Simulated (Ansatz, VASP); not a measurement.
Given: the input of a run of Ansatz 0.2.0 on Ir.

Contents of input.yaml:

```yaml
crystal:
  lattice:
    - [0.0, 1.9282864624, 1.9282864624]
    - [1.9282864624, 0.0, 1.9282864624]
    - [1.9282864624, 1.9282864624, 0.0]
  atoms:
    - { symbol: Ir, position: [0.0, 0.0, 0.0] }
kpoints:
  mp_grid: { grid: [12, 12, 12] }
scf:
  occupations: { method: fermi_dirac, width: 0.05 }
hamiltonian:
  xc: lda
  pseudopotentials: { kind: all_electron, lapw: { basis_error: 0.001 } }
output:
  forces: true
  stress: true
  eigenvalues: true
```

Potentials or basis: all-electron LAPW, scalar-relativistic.

The run is started by

```console
$ ansatz run input.yaml --threads 1 --pin off --max-ram 3072MiB --backend cpu --events-out ev --progress --plain --runs-dir out
```

Problem. Set up the same calculation for VASP 6.6.1. Potentials there: VASP PAW LDA potentials, release 64 (Ir).

Solution. As run (the cutoff follows the program's own potentials):

The input INCAR:

```
PREC = Accurate
ENCUT = 520
EDIFF = 1E-6
ISMEAR = -1
SIGMA = 0.05
LREAL = False
LASPH = True
NELM = 100
ALGO = Normal
ISIF = 2
LWAVE = False
LCHARG = False
GGA = CA
NBANDS = 10
```

Contents of KPOINTS:

```
Automatic mesh
0
Gamma
  12 12 12
```

The input POSCAR:

```
Ir
1.0
    0.0000000000      1.9282864624      1.9282864624
    1.9282864624      0.0000000000      1.9282864624
    1.9282864624      1.9282864624      0.0000000000
Ir
1
Direct
    0.0000000000      0.0000000000      0.0000000000
```

Potentials or basis: VASP PAW LDA potentials, release 64 (Ir).

Command:

```sh
$ cat potpaw_LDA.64/Ir/POTCAR > POTCAR
$ mpirun -np 1 vasp_std > vasp.out
```

Both were run:

|  | VASP | Ansatz | Ansatz less VASP |
| --- | --- | --- | --- |
| gap on the k mesh at the Fermi level (eV) | none | none | - |
| pressure (GPa) | -11.4 | -13.6 | -2.20 |

A gap of «none» marks a metal or a gap that the smearing closes. Ansatz ran all-electron here, so the differences hold the error of VASP's frozen core and of both bases.

Spin-orbit coupling is left out, which matters for the levels of Ir.
